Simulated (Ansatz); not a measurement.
## Property card for SiGe2

Level of theory: DFT PBE, scalar-relativistic, plane waves, PAW (Ansatz).

Settings: cutoff 420 eV, Γ-centred mesh 12×12×4 on the computed 6-atom cell, Gaussian smearing of 0.02 eV; no spin polarisation.

The structure is relaxed at this level of theory with its symmetry kept, and needn't be the ground state of this composition.

```yaml
crystal:
  lattice:
    - [3.99553, 0.00000, 0.00000]
    - [-1.99777, 3.46023, 0.00000]
    - [0.00000, 0.00000, 9.78713]
  atoms:
    - { symbol: Si, position: [0.33333, 0.66667, 0.79149] }
    - { symbol: Si, position: [0.66667, 0.33333, 0.20851] }
    - { symbol: Ge, position: [0.66667, 0.33333, 0.45588] }
    - { symbol: Ge, position: [0.00000, 0.00000, 0.12762] }
    - { symbol: Ge, position: [0.33333, 0.66667, 0.54412] }
    - { symbol: Ge, position: [0.00000, 0.00000, 0.87238] }
```

- Space group: P-3m1 (No. 164)
- Volume per atom: 22.55 Å³
- Formation energy from the elements' standard states (uncorrected): +0.018 eV/atom
- Kohn–Sham band gap: 0.47 eV, indirect from Γ to L
- Orbital (Löwdin) character of the top 1 eV of the valence band: Ge 4p 73 %, Si 3p 23 %
- Orbital (Löwdin) character of the lowest 1 eV of the conduction band: Ge 4p 34 %, Si 3p 25 %, Ge 4s 24 %, Si 3s 9 %, unprojected 9 %
- Electron masses at the edge by direction of the standard setting (m_e; one valley, along these axes only; no spin-orbit coupling): x: 0.088; y: 0.58; z: 0.10
- Hole masses at the edge by direction of the standard setting (m_e; one valley, along these axes only; no spin-orbit coupling): x: 0.36, 0.031; y: 0.35, 0.031; z: 0.60, 0.60
- Bader charge by site (e): Si (2 in the cell) 0.22, Ge (2 in the cell) -0.06, Ge (2 in the cell) -0.16

The cell was found from a structure generator's guess, not taken from experiment. Kohn–Sham gaps at this level usually fall short of measured ones. Löwdin shares on free-atom orbitals overweight diffuse shells in the empty bands.
